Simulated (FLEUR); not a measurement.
# W (Im-3m) in FLEUR: a series of runs

The runs below take W through band structure, with PBEsol.

Everything below comes from runs of FLEUR MaX-R8.1 (later development tree). Logs are shortened: lines on timing, memory, paths and dates and some standing lists are left out, and cuts for length are marked.

## (1) The structure

The structure is cubic, space group Im-3m (No. 229). Conventional cell: a = 3.165 Å, b = 3.165 Å, c = 3.165 Å, α = 90.00°, β = 90.00°, γ = 90.00°. Around W (site symmetry m-3m) lie 8 W at 2.74 Å.

## (2) Band structure, PBEsol

Input file inp.xml:

```xml
<?xml version="1.0" encoding="UTF-8" standalone="no"?>
<fleurInput fleurInputVersion="0.39">
   <comment>
      W                                                                                                   
   </comment>
   <calculationSetup>
      <cutoffs Kmax="4.1" Gmax="12.7" GmaxXC="12.7" numbands="0"/>
      <scfLoop itmax="60" minDistance="0.00001" maxIterBroyd="15" imix="Anderson" alpha="0.05" precondParam="0.0" spinf="2.0" sdNocoIR="T"/>
      <coreElectrons ctail="T" frcor="F" kcrel="0" coretail_lmax="0"/>
      <xcFunctional name="PBEs" relativisticCorrections="F"/>
      <magnetism jspins="1"/>
      <soc l_soc="F" theta="0.0" phi="0.0" spav="F"/>
      <expertModes spex="0" secvar="F"/>
      <geometryOptimization l_f="F" forcealpha="1.0" forcemix="BFGS" epsdisp="0.00001" epsforce="0.00001"/>
      <ldaU l_linMix="F" mixParam="0.05" spinf="1.0"/>
   </calculationSetup>
   <cell>
      <bzIntegration valenceElectrons="28.0" mode="hist" fermiSmearingEnergy="0.00183747">
         <kPointListSelection listName="default-1"/>
         <!-- k-points included here -->
         <xi:include xmlns:xi="http://www.w3.org/2001/XInclude" href="kpts.xml"> </xi:include>
      </bzIntegration>
      <!-- symmetry operations included here -->
      <xi:include xmlns:xi="http://www.w3.org/2001/XInclude" href="sym.xml"> </xi:include>
      <bulkLattice scale="1.0">
         <bravaisMatrix>
            <row-1>   -2.9901986846301867     2.9901986846301867     2.9901986846301867</row-1>
            <row-2>    2.9901986846301867    -2.9901986846301867     2.9901986846301867</row-2>
            <row-3>    2.9901986846301867     2.9901986846301867    -2.9901986846301867</row-3>
         </bravaisMatrix>
      </bulkLattice>
   </cell>
   <atomSpecies>
      <species name="Tungsten (W)" element="W" atomicNumber="74">
         <mtSphere radius="2.4" gridPoints="793" logIncrement="0.017"/>
         <atomicCutoffs lmax="10" lnonsphr="10"/>
         <electronConfig flipSpins="F">
            <coreConfig>(1s1/2) (2s1/2) (2p1/2) (2p3/2) (3s1/2) (3p1/2) (3p3/2) (4s1/2) (3d3/2) (3d5/2) (4p1/2) (4p3/2) (4d3/2) (4d5/2)</coreConfig>
            <valenceConfig>(5s1/2) (5p1/2) (5p3/2) (6s1/2) (4f5/2) (4f7/2) (5d3/2) (5d5/2)</valenceConfig>
            <stateOccupation state="(5d3/2)" spinUp="0.800000" spinDown="0.800000"/>
            <stateOccupation state="(5d5/2)" spinUp="1.200000" spinDown="1.200000"/>
         </electronConfig>
         <energyParameters s="6" p="6" d="5" f="4"/>
         <lo type="SCLO" l="0" n="5" eDeriv="0"/>
         <lo type="SCLO" l="1" n="5" eDeriv="0"/>
         <lo type="SCLO" l="2" n="5" eDeriv="2"/>
         <lo type="SCLO" l="3" n="4" eDeriv="2"/>
      </species>
   </atomSpecies>
   <atomGroups>
      <atomGroup species="Tungsten (W)">
         <relPos label="                   1">.0000000000 .0000000000 .0000000000</relPos>
         <force calculate="T" relaxXYZ="TTT"/>
      </atomGroup>
   </atomGroups>
   <output dos="F" band="F" slice="F">
      <checks vchk="F" cdinf="F"/>
      <bandDOS minEnergy="-.5*Htr" maxEnergy="0.5*Htr" sigma="0.015" storeEVData="T"/>
      <vacuumDOS vacdos="F" integ="F" star="F" nstars="0" locx1="0.0" locy1="0.0" locx2="0.0" locy2="0.0" nstm="0" tworkf="0.0"/>
      <unfoldingBand unfoldBand="F" supercellX="1" supercellY="1" supercellZ="1"/>
      <plotting iplot="0" polar="F">
         <plot TwoD="T" vec1="  1.0  0.0  0.0" vec2="  0.0  1.0  0.0" vec3="  0.0  0.0  1.0" zero="  0.0  0.0  0.0" file="plot"/>
      </plotting>
      <chargeDensitySlicing numkpt="0" minEigenval="0.0" maxEigenval="0.0" nnne="0" pallst="F"/>
      <specialOutput eonly="F"/>
      <moessbauerParams electricFieldGradient="T" isomerShift="T" coreHyperfine="T" valenceHyperfine="T"/>
      <magneticCircularDichroism mcd="F" energyLo="-10.0" energyUp="0.0"/>
   </output>
  <!-- We include the file relax.xml here to enable relaxations (see documentation) -->
  <xi:include xmlns:xi="http://www.w3.org/2001/XInclude" href="relax.xml"> <xi:fallback/> </xi:include>
</fleurInput>
```

Input file crystal.txt:

```
W
&input cartesian=F /
-1.5823450000  1.5823450000  1.5823450000
1.5823450000  -1.5823450000  1.5823450000
1.5823450000  1.5823450000  -1.5823450000
1.8897261246
1.0 1.0 1.0

1
74 0.0000000000  0.0000000000  0.0000000000

&kpt div1=12 div2=12 div3=12 gamma=T /
```

Input file inp.xml (bands):

```
<?xml version="1.0" encoding="UTF-8" standalone="no"?>
<fleurInput fleurInputVersion="0.39">
   <comment>
      W                                                                                                   
   </comment>
   <calculationSetup>
      <cutoffs Kmax="4.1" Gmax="12.7" GmaxXC="12.7" numbands="0"/>
      <scfLoop itmax="60" minDistance="0.00001" maxIterBroyd="15" imix="Anderson" alpha="0.05" precondParam="0.0" spinf="2.0" sdNocoIR="T"/>
      <coreElectrons ctail="T" frcor="F" kcrel="0" coretail_lmax="0"/>
      <xcFunctional name="PBEs" relativisticCorrections="F"/>
      <magnetism jspins="1"/>
      <soc l_soc="F" theta="0.0" phi="0.0" spav="F"/>
      <expertModes spex="0" secvar="F"/>
      <geometryOptimization l_f="F" forcealpha="1.0" forcemix="BFGS" epsdisp="0.00001" epsforce="0.00001"/>
      <ldaU l_linMix="F" mixParam="0.05" spinf="1.0"/>
   </calculationSetup>
   <cell>
      <bzIntegration valenceElectrons="28.0" mode="hist" fermiSmearingEnergy="0.00183747">
         <kPointListSelection listName="path-1"/>
         <!-- k-points included here -->
         <xi:include xmlns:xi="http://www.w3.org/2001/XInclude" href="kpts.xml"> </xi:include>
      </bzIntegration>
      <!-- symmetry operations included here -->
      <xi:include xmlns:xi="http://www.w3.org/2001/XInclude" href="sym.xml"> </xi:include>
      <bulkLattice scale="1.0">
         <bravaisMatrix>
            <row-1>   -2.9901986846301867     2.9901986846301867     2.9901986846301867</row-1>
            <row-2>    2.9901986846301867    -2.9901986846301867     2.9901986846301867</row-2>
            <row-3>    2.9901986846301867     2.9901986846301867    -2.9901986846301867</row-3>
         </bravaisMatrix>
      </bulkLattice>
   </cell>
   <atomSpecies>
      <species name="Tungsten (W)" element="W" atomicNumber="74">
         <mtSphere radius="2.4" gridPoints="793" logIncrement="0.017"/>
         <atomicCutoffs lmax="10" lnonsphr="10"/>
         <electronConfig flipSpins="F">
            <coreConfig>(1s1/2) (2s1/2) (2p1/2) (2p3/2) (3s1/2) (3p1/2) (3p3/2) (4s1/2) (3d3/2) (3d5/2) (4p1/2) (4p3/2) (4d3/2) (4d5/2)</coreConfig>
            <valenceConfig>(5s1/2) (5p1/2) (5p3/2) (6s1/2) (4f5/2) (4f7/2) (5d3/2) (5d5/2)</valenceConfig>
            <stateOccupation state="(5d3/2)" spinUp="0.800000" spinDown="0.800000"/>
            <stateOccupation state="(5d5/2)" spinUp="1.200000" spinDown="1.200000"/>
         </electronConfig>
         <energyParameters s="6" p="6" d="5" f="4"/>
         <lo type="SCLO" l="0" n="5" eDeriv="0"/>
         <lo type="SCLO" l="1" n="5" eDeriv="0"/>
         <lo type="SCLO" l="2" n="5" eDeriv="2"/>
         <lo type="SCLO" l="3" n="4" eDeriv="2"/>
      </species>
   </atomSpecies>
   <atomGroups>
      <atomGroup species="Tungsten (W)">
         <relPos label="                   1">.0000000000 .0000000000 .0000000000</relPos>
         <force calculate="T" relaxXYZ="TTT"/>
      </atomGroup>
   </atomGroups>
   <output dos="F" band="T" slice="F">
      <checks vchk="F" cdinf="F"/>
      <bandDOS minEnergy="-.5*Htr" maxEnergy="0.5*Htr" sigma="0.015" storeEVData="T"/>
      <vacuumDOS vacdos="F" integ="F" star="F" nstars="0" locx1="0.0" locy1="0.0" locx2="0.0" locy2="0.0" nstm="0" tworkf="0.0"/>
      <unfoldingBand unfoldBand="F" supercellX="1" supercellY="1" supercellZ="1"/>
      <plotting iplot="0" polar="F">
         <plot TwoD="T" vec1="  1.0  0.0  0.0" vec2="  0.0  1.0  0.0" vec3="  0.0  0.0  1.0" zero="  0.0  0.0  0.0" file="plot"/>
      </plotting>
      <chargeDensitySlicing numkpt="0" minEigenval="0.0" maxEigenval="0.0" nnne="0" pallst="F"/>
      <specialOutput eonly="F"/>
      <moessbauerParams electricFieldGradient="T" isomerShift="T" coreHyperfine="T" valenceHyperfine="T"/>
      <magneticCircularDichroism mcd="F" energyLo="-10.0" energyUp="0.0"/>
   </output>
  <!-- We include the file relax.xml here to enable relaxations (see documentation) -->
  <xi:include xmlns:xi="http://www.w3.org/2001/XInclude" href="relax.xml"> <xi:fallback/> </xi:include>
</fleurInput>
```

Potentials or basis: all-electron, FLAPW.

The run is started by

```sh
inpgen -f crystal.txt -profile fastHighL
# inp.xml edited to the form shown
fleur_MPI
fleur_MPI   # second run, on inp.xml (bands)
```

The program printed:

```text
Welcome to FLEUR        (www.flapw.de)
      MaX-Release 8.1          (www.max-centre.eu)

 ========== k-point set info ==========
 Selected k-point list: default-1
 k-point list type: mesh
 12 x 12 x 12
 Number of k points: 72

 ------------Calculation Setup---------------------------
 Number of MPI-tasks      :            1
 Number of PE/node        :            1
 Number of OMP-threads    :            1
 Most efficient MPI parallelization for:
           1           2           3           4           6           8           9          12          18          24          36          72
 Additional eigenvalue parallelization possible
 Number of basis functions:          168
 Approximate size of matrices (H+S) per k-point:         0.000 GB
 --------------------------------------------------------
 Iteration:     1   Distance:      16.54219773 me/bohr^3
 Iteration:     2   Distance:      15.18178714 me/bohr^3
 Iteration:     3   Distance:       7.09309321 me/bohr^3
 Iteration:     4   Distance:       2.08461311 me/bohr^3
 Iteration:     5   Distance:       1.57651762 me/bohr^3
 Iteration:     6   Distance:       0.20298015 me/bohr^3
 Iteration:     7   Distance:       0.20940697 me/bohr^3
 Iteration:     8   Distance:       0.02284845 me/bohr^3
 Iteration:     9   Distance:       0.03055731 me/bohr^3
 Iteration:    10   Distance:       0.00243670 me/bohr^3
 Iteration:    11   Distance:       0.00032303 me/bohr^3
 Iteration:    12   Distance:       0.00004198 me/bohr^3
 Iteration:    13   Distance:       0.00000500 me/bohr^3

 ********************************************************************
 Run finished successfully
 Stop message:
   all done
 ********************************************************************
```

output (bands):

```text
Welcome to FLEUR        (www.flapw.de)
      MaX-Release 8.1          (www.max-centre.eu)

 ========== k-point set info ==========
 Selected k-point list: path-1
 k-point list type: path
 Number of k points: 60

 ------------Calculation Setup---------------------------
 Number of MPI-tasks      :            1
 Number of PE/node        :            1
 Number of OMP-threads    :            1
 Most efficient MPI parallelization for:
           1           2           3           4           5           6          10          12          15          20          30          60
 Additional eigenvalue parallelization possible
 Number of basis functions:          168
 Approximate size of matrices (H+S) per k-point:         0.000 GB
 --------------------------------------------------------
 Fermi energy correction for metals:
 Fermi energy in bands.* files may not be consistent with last density.
 Please correct it manually (e.g. in band.gnu file).

 Note: Band structure data (together with different weights) is also stored in the banddos.hdf file.
       A convenient way of extracting and plotting the data from that file is by making use of the

 ********************************************************************
 Run finished successfully
 Stop message:
   Charge density postprocessing done.
 ********************************************************************
```

out.xml (last iteration):

```text
<iteration numberForCurrentRun="   13" overallNumber="   13">
         <energyParameters units="Htr">
            <atomicEP atomType="1" spin="1" branch="6s" branchLowest="-2.06" branchHighest="2.49" value="0.3719219165"/>
            <atomicEP atomType="1" spin="1" branch="6p" branchLowest="-0.68" branchHighest="3.49" value="0.5063492536"/>
            <atomicEP atomType="1" spin="1" branch="5d" branchLowest="-7.92" branchHighest="1.11" value="0.5313471726"/>
            <atomicEP atomType="1" spin="1" branch="4f" branchLowest="-9.99" branchHighest="-0.40" value="-0.3702299368"/>
            <loAtomicEP atomType="1" spin="1" branch="5s" branchLowest="-20.07" branchHighest="-2.06" value="-2.0864534051"/>
            <loAtomicEP atomType="1" spin="1" branch="5p" branchLowest="-14.70" branchHighest="-0.68" value="-0.7975321591"/>
            <loAtomicEP atomType="1" spin="1" branch="5d" branchLowest="-7.92" branchHighest="1.11" value="0.5272004419"/>
            <loAtomicEP atomType="1" spin="1" branch="4f" branchLowest="-9.99" branchHighest="-0.40" value="-0.3976685581"/>
         </energyParameters>
         <eigenvalues>
            <eigenvaluesAt spin="1" ikpt="1" k_x="0.00000000" k_y="0.00000000" k_z="0.00000000">
                      -2.0911780844       -0.7519429166       -0.7519429166       -0.7519429166       -0.4057392099
                      -0.4057392099       -0.4057392099       -0.4050599076       -0.4050599076       -0.4050599076
                      -0.4021061393        0.2773293555        0.5861845699        0.5861845699        0.5861845699
                       0.7136862098        0.7136862098        1.1698786365        1.1698786365        1.1698786365
                       1.6173007629        1.6173007629
            </eigenvaluesAt>
            <eigenvaluesAt spin="1" ikpt="2" k_x="0.00000000" k_y="0.00000000" k_z="0.08333333">
                      -2.0908481726       -0.7553968669       -0.7530181726       -0.7519605563       -0.4057043709
                      -0.4056624987       -0.4056489216       -0.4051417589       -0.4050895235       -0.4050795614
                      -0.4022189403        0.2896342884        0.5788379186        0.5843340879        0.5981755785
                       0.7026739365        0.7138852563        1.1800232583        1.1907200799        1.1991864452
                       1.5286854850        1.5720195652
            </eigenvaluesAt>
            <eigenvaluesAt spin="1" ikpt="3" k_x="0.00000000" k_y="0.00000000" k_z="0.16666667">
                      -2.0899444738       -0.7646271016       -0.7559322155       -0.7520110345       -0.4056351056
                      -0.4054579742       -0.4054353732       -0.4052930881       -0.4051740136       -0.4050991250
[... 38 lines left out ...]
         <allElectronCharges>
            <spinDependentCharge spin="1" total="74.0000000" interstitial="2.3040975" mtSpheres="71.6959025"/>
            <totalCharge value="73.9999999978"/>
         </allElectronCharges>
         <moessbauerParams unitsHFF="kG" unitsIS="e/bohr^3" unitsEFG="Htr/bohr^2">
            <coreIsomerShift atomType="1" isTotal="1514951.13893">
               <shell n="1" l="0" isomerShift="1267967.31212"/>
               <shell n="2" l="0" isomerShift="181543.67987"/>
               <shell n="2" l="1" isomerShift="11075.72726"/>
               <shell n="3" l="0" isomerShift="40801.61049"/>
               <shell n="3" l="1" isomerShift="2781.49627"/>
               <shell n="4" l="0" isomerShift="10107.61595"/>
               <shell n="3" l="2" isomerShift="0.00108"/>
               <shell n="4" l="1" isomerShift="673.69562"/>
               <shell n="4" l="2" isomerShift="0.00027"/>
            </coreIsomerShift>
            <isomerShift atomType="1" nucleusRadius="0.0001343" averageDensity="1516850.41418"/>
            <electricFieldGradient atomType="1" VXX="0.00000" VYY="0.00000" VZZ="0.00000" asymParam="0.00000">
            </electricFieldGradient>
         </moessbauerParams>
         <totalEnergy                                    value="   -16161.4045593097" units="Htr">
            <sumOfEigenvalues                            value="    -9877.3933292323">
               <coreElectrons value="-9865.9508215956"/>
               <valenceElectrons value="-11.4425076367"/>
            </sumOfEigenvalues>
            <densityCoulombPotentialIntegral value="-27664.3252090634"/>
            <densityEffectivePotentialIntegral value="-28086.6174765640"/>
            <chargeDenXCDenIntegral value="-320.6326414796"/>
            <FockExchangeEnergyValence value="0.0000000000"/>
            <FockExchangeEnergyCore value="0.0000000000"/>
            <atomTypeDependentContributions atomType="1">
               <electronNucleiInteractionDifferentMTs value="20163.8828181898"/>
               <MadelungTerm value="-53.9506424404"/>
            </atomTypeDependentContributions>
            <tkbTimesEntropy value="0.0001846505"/>
            <freeEnergy value="-16161.4047439602"/>
            <extrapolationTo0K value="-16161.4046516350"/>
         </totalEnergy>
         <densityConvergence units="me/bohr^3">
            <chargeDensity spin="1" distance="0.0000049973"/>
         </densityConvergence>
      </iteration>
```

It took 13 s on 1 thread of Arm Neoverse V2, shared host; peak memory 0.07 GiB.

Results:

* Free energy: -439774.2268 eV
* Band gap along the path: none (metal or under the smearing width)
* Valence electrons inside the program's atomic spheres: W 25.70 (radii W 2.4 bohr)

Levels at the corners of the path, in eV from the Fermi level:
```csv
point,band 10,band 11,band 12,band 13,band 14,band 15,band 16,band 17,band 18,band 19
Γ,-28.14,-28.06,-9.57,-1.16,-1.16,-1.16,2.31,2.31,14.72,14.72
H,-28.11,-28.11,-5.78,-5.78,5.25,5.25,5.25,8.35,8.35,8.35
N,-28.11,-28.09,-6.21,-3.50,0.80,2.21,3.19,6.25,11.16,11.63
Γ,-28.14,-28.06,-9.57,-1.16,-1.16,-1.16,2.31,2.31,14.72,14.72
P,-28.13,-28.10,-2.88,-2.88,-2.88,3.36,3.36,6.67,12.36,12.36
H,-28.11,-28.11,-5.78,-5.78,5.25,5.25,5.25,8.35,8.35,8.35
P,-28.13,-28.10,-2.88,-2.88,-2.88,3.36,3.36,6.67,12.36,12.36
N,-28.11,-28.09,-6.21,-3.50,0.80,2.21,3.19,6.25,11.16,11.63
```

Core levels (eV from the Fermi level):
```
atom                                                                                                                                                                                                           levels
 1 W  1s1/2 -69369.9, 2s1/2 -11961.2, 2p1/2 -11438.0, 2p3/2 -10085.9, 3s1/2 -2750.6, 3p1/2 -2517.7, 3p3/2 -2225.3, 4s1/2 -563.1, 3d3/2 -1833.3, 3d5/2 -1769.7, 4p1/2 -466.6, 4p3/2 -398.8, 4d3/2 -240.3, 4d5/2 -227.8
```

Caveat: spin-orbit coupling is left out, which moves the levels of the heavy elements.

[end of part 1 of 2]
